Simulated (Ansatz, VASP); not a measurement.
## FeGe in VASP and in Ansatz

```
Fe Ge
1.0
     5.05864    0.00000    0.00000
    -2.52932    4.38091    0.00000
     0.00000    0.00000    3.96891
Fe Ge
3 3
Cartesian
  2.5293 0.0000 0.0000
  1.2647 2.1905 0.0000
  -1.2647 2.1905 0.0000
  0.0000 0.0000 0.0000
  0.0000 2.9206 1.9845
  2.5293 1.4603 1.9845
```

Alike in both runs: functional PBE; k mesh 10 × 10 × 10; occupations gaussian, width 0.05 eV; no spin polarisation.

Ansatz relaxed the structure, and its values are those at the end. VASP's run is a single point on that final structure, the one shown.

```csv
,VASP,Ansatz
version,VASP 6.6.1,Ansatz 0.2.0
potentials or method,"VASP PAW PBE potentials, release 64 (Fe, Ge_d)","scalar-relativistic, plane waves, PAW"
plane-wave cutoff (eV),520,420
valence electrons in the cell,66,90
```

|  | VASP | Ansatz | Ansatz less VASP |
| --- | --- | --- | --- |
| gap on the k mesh at the Fermi level (eV) | none | none | - |
| pressure (GPa) | -5.6 | -5.9 | -0.22 |

A gap of «none» marks a metal or a gap that the smearing closes. The two sets of potentials don't hold the same shells in valence.

Spin polarisation is off, so any magnetic state and its effect on volume and gap are missing.
